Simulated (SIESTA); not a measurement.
The system is Pd.

```xyz
1
Lattice="0.0000 1.9465 1.9465 1.9465 0.0000 1.9465 1.9465 1.9465 0.0000" Properties=species:S:1:pos:R:3 pbc="T T T"
Pd    0.0000    0.0000    0.0000
```

Base run:

* Program: SIESTA 5.4.2
* Functional: PBE
* Potentials or basis: PseudoDojo 0.4 standard (PBE files)
* Basis: DZP (energy shift 0.002 Ry)
* Grid cutoff: 800 Ry
* Energy shift: 0.002 Ry
* k mesh: 12 × 12 × 12
* Occupations: fermi-dirac, width 0.05 eV
* Spin: no spin polarisation

Its results: band gap on the k mesh none (metal or under the smearing width); pressure 5.8 GPa.

After a change of settings the same cell gave: band gap on the k mesh none (metal or under the smearing width); pressure -2.0 GPa. Which change was it?
A. basis from DZP (energy shift 0.002 Ry) to DZP (energy shift 0.003 Ry; two zetas on semicore shells); energy shift from 0.002 Ry to 0.003 Ry
B. functional from PBE to RGE2
C. basis from DZP (energy shift 0.002 Ry) to DZ (energy shift 0.01 Ry); energy shift from 0.002 Ry to 0.01 Ry
D. functional from PBE to RPBE

B.

Caveats: semicore shells carry a single zeta, which can move pressures by several GPa and volumes by a few percent; the basis of atomic orbitals isn't converged, which shifts pressures, moduli and gaps; the potentials were made for another functional, which shifts forces and pressure (some runs).

Not every run made on this cell is shown here.
